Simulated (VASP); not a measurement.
# Mg (P6_3/mmc) in VASP: notebook

Aim: see how the results for Mg move with the level of theory and the settings. Levels: optPBE-vdW, optB88-vdW, vdW-DF, optB86b-vdW. Tasks: relaxation of cell and atoms.

Everything below comes from runs of VASP 6.6.1. Logs are shortened: lines on timing, memory, paths and dates and some standing lists are left out, and cuts for length are marked.

## Step 1: The structure

It takes space group P6_3/mmc (No. 194, hexagonal). The conventional cell has a = 3.209 Å, b = 3.209 Å, c = 5.210 Å, α = 90.00°, β = 90.00°, γ = 120.00°. Around Mg (site symmetry -6m2) lie 12 Mg at 3.20 to 3.21 Å.

## Step 2: Relaxation of cell and atoms, optPBE-vdW

The input, INCAR:

```
PREC = Accurate
ENCUT = 600
EDIFF = 1E-6
ISMEAR = -1
SIGMA = 0.05
LREAL = F
LASPH = T
NELM = 100
ALGO = Normal
ISIF = 3
LWAVE = F
LCHARG = F
GGA = OR
LUSE_VDW = T
AGGAC = 0.0
IBRION = 2
NSW = 60
EDIFFG = -0.02
```

The input, KPOINTS:

```
regular mesh
0
Gamma
  10 10 5
```

The input, POSCAR:

```
Mg
1.0
    3.2093000000      0.0000000000      0.0000000000
   -1.6046500000      2.7793353284      0.0000000000
    0.0000000000      0.0000000000      5.2103000000
Mg
2
Direct
    0.6666666667      0.3333333333      0.7500000000
    0.3333333333      0.6666666667      0.2500000000
```

Potentials or basis: VASP PAW PBE potentials, release 64 (Mg).

Run with:

```bash
> cat potpaw_PBE.64/Mg/POTCAR > POTCAR
> mpirun -np 1 vasp_std > vasp.out
```

OUTCAR:

```text
PREC = Accurate
   ENCUT = 600
   EDIFF = 1E-6
   ISMEAR = -1
   LREAL = F
   LASPH = T
   NELM = 100
   ISIF = 3
   GGA = OR
   IBRION = 2
   NSW = 60
   EDIFFG = -0.02

 ion  position               nearest neighbor table
   1  0.667  0.333  0.750-   2 3.20   2 3.20   2 3.20   2 3.20   2 3.20   2 3.20
   2  0.333  0.667  0.250-   1 3.20   1 3.20   1 3.20   1 3.20   1 3.20   1 3.20

  LATTYP: Found a hexagonal cell.
 ALAT       =     3.2093000000
 C/A-ratio  =     1.6235004518

  Lattice vectors:

 A1 = (   3.2093000000,   0.0000000000,   0.0000000000)
 A2 = (  -1.6046500000,   2.7793353284,   0.0000000000)
 A3 = (   0.0000000000,   0.0000000000,   5.2103000000)

Analysis of symmetry for initial positions (statically):
=====================================================================
 Subroutine PRICEL returns:
 Original cell was already a primitive cell.

 Routine SETGRP: Setting up the symmetry group for a
 hexagonal supercell.

 Subroutine GETGRP returns: Found 24 space group operations
 (whereof 12 operations were pure point group operations)
 out of a pool of 24 trial point group operations.

The static configuration has the point symmetry D_3d.
 The point group associated with its full space group is D_6h.

Analysis of symmetry for dynamics (positions and initial velocities):
=====================================================================
 Subroutine PRICEL returns:
 Original cell was already a primitive cell.

 Routine SETGRP: Setting up the symmetry group for a
 hexagonal supercell.

 Subroutine GETGRP returns: Found 24 space group operations
 (whereof 12 operations were pure point group operations)
 out of a pool of 24 trial point group operations.

The dynamic configuration has the point symmetry D_3d.
 The point group associated with its full space group is D_6h.

 Subroutine INISYM returns: Found 24 space group operations
 (whereof 12 operations are pure point group operations),
 and found     1 'primitive' translations

----------------------------------------------------------------------------------------

                                     Primitive cell

  volume of cell :      46.4744

  direct lattice vectors                    reciprocal lattice vectors
     3.209300000  0.000000000  0.000000000     0.311594429  0.179899127  0.000000000
    -1.604650000  2.779335328  0.000000000     0.000000000  0.359798255  0.000000000
     0.000000000  0.000000000  5.210300000     0.000000000  0.000000000  0.191927528

  length of vectors
     3.209300000  3.209300000  5.210300000     0.359798255  0.359798255  0.191927528

  position of ions in fractional coordinates (direct lattice)
     0.666666667  0.333333333  0.750000000
     0.333333333  0.666666667  0.250000000

  ion indices of the primitive-cell ions
   primitive index   ion index
                 1           1
                 2           2

----------------------------------------------------------------------------------------

 KPOINTS: regular mesh

Automatic generation of k-mesh.
 Grid dimensions read from file:
 generate k-points for:   10   10    5

 Generating k-lattice:

  Cartesian coordinates                     Fractional coordinates (reciprocal lattice)
     0.031159443  0.017989913  0.000000000     0.100000000 -0.000000000  0.000000000
     0.000000000  0.035979825  0.000000000     0.000000000  0.100000000  0.000000000
     0.000000000  0.000000000  0.038385506     0.000000000  0.000000000  0.200000000

  Length of vectors
     0.035979825  0.035979825  0.038385506

  Shift w.r.t. Gamma in fractional coordinates (k-lattice)
     0.000000000  0.000000000  0.000000000

 Subroutine IBZKPT returns following result:
 ===========================================

 Found     42 irreducible k-points:

 Following reciprocal coordinates:
            Coordinates               Weight
  0.000000  0.000000  0.000000      1.000000
  0.100000  0.000000  0.000000      6.000000
  0.200000  0.000000  0.000000      6.000000
  0.300000  0.000000  0.000000      6.000000
  0.400000  0.000000  0.000000      6.000000
  0.500000  0.000000  0.000000      3.000000
[... 16 lines left out ...]
  0.300000  0.100000  0.200000     24.000000
  0.400000  0.100000  0.200000     24.000000
 [... further k-points ...]
   k-points           NKPTS =     42   k-points in BZ     NKDIM =     42   number of bands    NBANDS=      6
   number of dos      NEDOS =    301   number of ions     NIONS =      2
   total plane-waves  NPLWV =  32928
   dimension x,y,z NGX =    28 NGY =   28 NGZ =   42
   dimension x,y,z NGXF=    56 NGYF=   56 NGZF=   84
   ions per type =               2
   NGX,Y,Z   is equivalent  to a cutoff of  14.50, 14.50, 13.40 a.u.
   NGXF,Y,Z  is equivalent  to a cutoff of  29.01, 29.01, 26.80 a.u.
 SYSTEM =  unknown system
   PREC   = accura    normal or accurate (medium, high low for compatibility)
   ISTART =      0    job   : 0-new  1-cont  2-samecut
   ICHARG =      2    charge: 1-file 2-atom 10-const
   ISPIN  =      1    spin polarized calculation?
   LNONCOLLINEAR =      F non collinear calculations
   LSORBIT =      F    spin-orbit coupling
   LASPH  =      T    aspherical Exc in radial PAW
   ENCUT  =  600.0 eV  44.10 Ry    6.64 a.u.   6.41  6.41 10.41*2*pi/ulx,y,z
   NELM   =    100;   NELMIN=  2; NELMDL= -5     # of ELM steps
   EDIFF  = 0.1E-05   stopping-criterion for ELM
   LREAL  =      F    real-space projection
   EDIFFG = -.2E-01   stopping-criterion for IOM
   NSW    =     60    number of steps for IOM
   IBRION =      2    ionic relax: 0-MD 1-quasi-New 2-CG
   NFREE  =      1    steps in history (QN), initial steepest desc. (CG)
   ISIF   =      3    stress and relaxation
   ISYM   =      2    0-nonsym 1-usesym 2-fastsym
   POTIM  = 0.5000    time-step for ionic-motion
   TEBEG  =    0.0;   TEEND  =   0.0 temperature during run
   PSTRESS=    0.0 pullay stress
   NELECT =       4.0000    total number of electrons
   NUPDOWN=      -1.0000    fix difference up-down
   EMIN   =  10.00;   EMAX   =-10.00  energy-range for DOS
   EFERMI =   0.00;   METHOD = LEGACY
   ISMEAR =    -1;   SIGMA  =   0.05  broadening in eV -4-tet -1-fermi 0-gaus
   EFERMI_NEDOS =   21; number of points for ismear=-14 and -15
   IALGO  =     38    algorithm
   IMIX   =      4    mixing-type and parameters
     AMIX     =   0.40;   BMIX     =  1.00
     AMIX_MAG =   1.60;   BMIX_MAG =  1.00
  volume/ion in A,a.u.               =      23.24       156.81
  Fermi-wavevector in a.u.,A,eV,Ry     =   0.722809  1.365911  7.108401  0.522453
  Thomas-Fermi vector in A             =   1.812866
   LORBIT       =      0    0 simple, 1 ext, 2 COOP (PROOUT), +10 PAW based schemes
   GGA     = OR    functional components
   LHFCALC =     F    Hartree Fock is set to
   AEXX    =    0.0000 exact exchange contribution
   IVDW_NL    =     1    kernel type
   BPARAM     = 6.3000
   IVDW    =     0    specifies the selected vdW correction
   LEPSILON=     F    determine dielectric tensor
   LRPA    =     F    only Hartree local field effects (RPA)
 conjugate gradient relaxation of ions
 non-spin polarized calculation
  energy-cutoff  :      600.00
  volume of cell :       46.47
 maximum number of plane-waves:      1578
 NGX is ok and might be reduce to    28
   NGX = 13   NGY = 13   NGZ = 21

--------------------------------------- Ionic step        1  -------------------------------------------

 number of electron       4.0000000 magnetization

 Free energy of the ion-electron system (eV)
  ---------------------------------------------------
  ext. energy  EPLUGINS =         0.00000000
  ---------------------------------------------------
  free energy    TOTEN  =         0.21990528 eV

  energy without entropy =        0.23204665  energy(sigma->0) =        0.22597597

------------------------ aborting loop because EDIFF is reached ----------------------------------------

  FORCE on cell =-STRESS in cart. coord.  units (eV):
  Direction    XX          YY          ZZ          XY          YZ          ZX
  --------------------------------------------------------------------------------------
  -------------------------------------------------------------------------------------
  Total       -0.2571903     -0.2571903      0.1042706      0.0000000     -0.0000000      0.0000000
  in kB       -8.8664785     -8.8664785      3.5946649      0.0000000     -0.0000000      0.0000000
  external PRESSURE =      -4.7127640 kB  Pullay stress =       0.0000000 kB
[... 175 lines left out ...]
Total vdW correction in eV:      1.7756726

--------------------------------------- Ionic step        6  -------------------------------------------

 number of electron       4.0000000 magnetization

 Free energy of the ion-electron system (eV)
  ---------------------------------------------------
  ext. energy  EPLUGINS =         0.00000000
  ---------------------------------------------------
  free energy    TOTEN  =         0.21347839 eV

  energy without entropy =        0.22201089  energy(sigma->0) =        0.21774464

 E-fermi :   2.6811     XC(G=0):  -8.5012

 val. band max:        2.6142750616   @ k =   0.3000   0.3000   0.4000
 cond. band min:       2.7037132372   @ k =   0.4000   0.1000   0.4000
 fundamental gap:      0.0894381756
 Fermi energy:         2.6811123419

 k-point     1 :       0.0000    0.0000    0.0000
  band No.  band energies     occupation
      1      -4.2981      2.00000
      2       0.8144      2.00000
      3       1.0762      2.00000
      4      13.9196      0.00000
      5      13.9196      0.00000
      6      14.0819      0.00000

 k-point     2 :       0.1000    0.0000    0.0000
  band No.  band energies     occupation
      1      -4.0971      2.00000
      2       0.9987      2.00000
      3       1.2722      2.00000
      4      11.0778      0.00000
      5      12.4990      0.00000
      6      13.1987      0.00000
[... 190 lines left out ...]
 k-point    24 :       0.4000    0.1000    0.2000
  band No.  band energies     occupation
      1       0.0358      2.00000
      2       1.8688      2.00000
      3       3.2070      0.00005
      4       4.9714      0.00000
      5       6.8743      0.00000
      6       7.9239      0.00000

 [... further k-points ...]

------------------------ aborting loop because EDIFF is reached ----------------------------------------

  FORCE on cell =-STRESS in cart. coord.  units (eV):
  Direction    XX          YY          ZZ          XY          YZ          ZX
  --------------------------------------------------------------------------------------
  -------------------------------------------------------------------------------------
  Total        0.0048827      0.0048827      0.0003031      0.0000000     -0.0000000      0.0000000
  in kB        0.1705552      0.1705552      0.0105858      0.0000000     -0.0000000      0.0000000
  external PRESSURE =       0.1172320 kB  Pullay stress =       0.0000000 kB
[... 17 lines left out ...]
  FREE ENERGIE OF THE ION-ELECTRON SYSTEM (eV)
  ---------------------------------------------------
  free  energy   TOTEN  =         0.2134783917 eV

  energy  without entropy=        0.2220108930  energy(sigma->0) =        0.21774464

Total vdW correction in eV:      1.7781116

 reached required accuracy - stopping structural energy minimisation
```

Run time: 2.2 min. Hardware: 1 thread of Intel Xeon 6975P-C (Granite Rapids), shared host; peak memory 0.38 GiB.

What came out:

- Free energy: 0.2135 eV
- Relaxed volume: 22.93 Å³/atom
- Relaxed cell: a = 3.162 Å, b = 3.162 Å, c = 5.299 Å, α = 90.00°, β = 90.00°, γ = 120.00°
- Space group after relaxing (to 0.05 Å): P6_3/mmc (No. 194)
- Energy gained by relaxing: 3.2 meV/atom
- Ionic steps: 6
- Pressure after relaxing: 0.0 GPa
- Band gap on the k mesh: none (metal or under the smearing width)

Step by step:
```csv
step,energy change (eV),largest force (eV/Å),pressure (GPa),volume (Å³)
1,0.0000,0.0000,-0.47,46.47
2,-0.0031,0.0000,-0.12,46.02
3,-0.0051,0.0000,0.42,45.33
4,-0.0061,0.0000,0.26,45.55
5,-0.0061,0.0000,0.26,45.56
6,-0.0064,0.0000,0.01,45.87
```

Final structure:
```cif
data_structure
_symmetry_space_group_name_H-M 'P 1'
_symmetry_Int_Tables_number 1
_cell_length_a 3.1616
_cell_length_b 3.1616
_cell_length_c 5.2986
_cell_angle_alpha 90.000
_cell_angle_beta 90.000
_cell_angle_gamma 120.000
_cell_volume 45.87
loop_
_atom_site_label
_atom_site_type_symbol
_atom_site_fract_x
_atom_site_fract_y
_atom_site_fract_z
_atom_site_occupancy
Mg1 Mg 0.66667 0.33333 0.75000 1
Mg2 Mg 0.33333 0.66667 0.25000 1
```

Levels at points of the mesh, in eV from the Fermi level:
| k point | band 1 | band 2 | band 3 | band 4 | band 5 | band 6 |
| --- | --- | --- | --- | --- | --- | --- |
| (0.00, 0.00, 0.00) | -6.98 | -1.87 | -1.60 | 11.24 | 11.24 | 11.40 |
| (0.50, 0.00, 0.00) | -2.10 | -2.08 | 2.58 | 2.96 | 3.01 | 3.48 |

Caveat: the PAW data sets were made with another functional, which shifts forces and pressure a little.

## Step 3: Relaxation of cell and atoms, optB88-vdW

The input, INCAR:

```
SYSTEM = Mg
  PREC = Accurate
  ENCUT = 600
  EDIFF = 1E-7
  ISMEAR = -1
  SIGMA = 0.05
  LREAL = .FALSE.
  LASPH = .TRUE.
  NELM = 80
  ALGO = Fast
  ISIF = 3
  LWAVE = .FALSE.
  LCHARG = .FALSE.
  GGA = BO
  LUSE_VDW = .TRUE.
  AGGAC = 0.0
  PARAM1 = 0.1833333333
  PARAM2 = 0.22
  IBRION = 2
  NSW = 40
  EDIFFG = -0.01
```

The input, KPOINTS:

```
Automatic mesh
0
G
  10 10 5
  0 0 0
```

POSCAR is that of step 2.

Potentials or basis: VASP PAW PBE potentials, release 64 (Mg).

Run with:

```bash
> cat potpaw_PBE.64/Mg/POTCAR > POTCAR
> mpirun -np 1 vasp_std > vasp.out
```

Run time: 3 min. Hardware: 1 thread of Intel Xeon 6975P-C (Granite Rapids), shared host; peak memory 0.39 GiB.

The run converged. Its results:

| Item | Value |
| --- | --- |
| Free energy | 0.1418 eV |
| Relaxed volume | 22.69 Å³/atom |
| Relaxed cell | a = 3.149 Å, b = 3.149 Å, c = 5.284 Å, α = 90.00°, β = 90.00°, γ = 120.00° |
| Space group after relaxing (to 0.05 Å) | P6_3/mmc (No. 194) |
| Energy gained by relaxing | 4.4 meV/atom |
| Ionic steps | 7 |
| Pressure after relaxing | 0.0 GPa |
| Band gap on the k mesh | none (metal or under the smearing width) |

The path:
```
step  energy change (eV)  largest force (eV/Å)  pressure (GPa)  volume (Å³)
   1              0.0000                0.0000           -0.82        46.47
   2             -0.0051                0.0000           -0.24        45.68
   3             -0.0070                0.0000            0.33        44.95
   4             -0.0085                0.0000            0.26        45.05
   5             -0.0086                0.0000            0.24        45.09
   6             -0.0086                0.0000            0.24        45.09
   7             -0.0088                0.0000            0.01        45.37
```

Final structure:
```xyz
2
Lattice="3.1489 0.0000 0.0000 -1.5745 2.7270 0.0000 0.0000 0.0000 5.2835" Properties=species:S:1:pos:R:3 pbc="T T T"
Mg    1.5745    0.9090    3.9626
Mg    0.0000    1.8180    1.3209
```

Levels at points of the mesh, in eV from the Fermi level:
```csv
k point,band 1,band 2,band 3,band 4,band 5,band 6
"(0.00, 0.00, 0.00)",-7.02,-1.87,-1.64,11.31,11.31,11.46
"(0.50, 0.00, 0.00)",-2.10,-2.10,2.59,2.99,3.01,3.48
```

Caveat: the PAW data sets were made with another functional, which shifts forces and pressure a little.

[end of part 1 of 2]
